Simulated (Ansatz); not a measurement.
Relaxed sheet of BN, cell area A = 5.451 Å²:

```
B N
1.0
     2.50876    0.00000    0.00000
    -1.25438    2.17265    0.00000
     0.00000    0.00000   26.00000
B N
1 1
Direct
  0.00000 0.00000 0.50000
  0.66667 0.33333 0.50000
```

These are results of DFT PBE+D3(BJ), scalar-relativistic, plane waves, PAW in Ansatz, not measurements. Plane waves to 420 eV, a k mesh through Γ of 12×12×1 on the computed 2-atom cell and Gaussian smearing (0.02 eV); no spin polarisation. The sheet is isolated along c (Coulomb cut-off).

Under strain along x with y held, atoms relaxed, stress positive in compression; ΔE is the free energy at this smearing, of which the stress is the derivative:

```
strain (%)  σxx (N/m)  σyy (N/m)  ΔE (meV/cell) thickness (Å)
        -2      6.138      1.415          20.58          0.000
        +2     -5.505     -1.220          19.08          0.000
```

**Question.** Which in-plane elastic constants follow from the stresses?

**Answer.** Central differences over Δε = 0.04 give C11 = 291.1 N/m from the stress along the strain and C12 = 65.9 N/m from the stress across it. The sheet is hexagonal, so C22 = C11: Poisson's ratio is C12/C11 = 0.23, Young's modulus (C11² − C12²)/C11 = 276 N/m and the shear modulus (C11 − C12)/2 = 112.6 N/m.

**Question.** Do the energies agree?

**Answer.** The second difference [ΔE(−ε) + ΔE(+ε)]/(A·ε²) = (20.58 + 19.08) meV/(5.451 Å² × 0.0004) × 16.02 N/m per eV/Å² = 291.4 N/m should equal C11 = 291.1 N/m; they differ by 0.1 %, so the two routes agree. The stress in compression and in tension differ in size because of the third-order constants.

**Question.** The gap on the k mesh is 4.657 eV at −2 %, 4.675 eV unstrained and 4.600 eV at +2 %. What is its slope?

**Answer.** On the stretched side -38 meV a percent, on the compressed side 9 meV a percent. The slopes differ in sign or size, which suggests that different band extrema set the gap on the two sides.

The reference crystal is a form of BN, which isn't its usual structure.

The sheet is stiff in its plane because strain must stretch and bend the short sp² σ bonds between B and N. The low Poisson's ratio of 0.23 reflects substantial resistance to bond-angle changes as well as to stretching. Bond polarity and the less delocalised π system help explain why BN is somewhat softer than graphene. The larger stress in compression is ordinary bond anharmonicity: repulsion steepens as the bonds shorten, while the restoring force weakens as they lengthen.

The gap falls under both signs of strain, so no single linear deformation potential describes it. The valence edge is normally N p_z-like at the zone corner, while B p_z-like π* states there compete with a nearly free-electron state at Γ for the conduction edge. A switch between these is possible, but so is an extremum moving off the sampled k points. The zero thickness does not establish stability against rippling, since a two-atom cell excludes longer-wavelength out-of-plane modes.
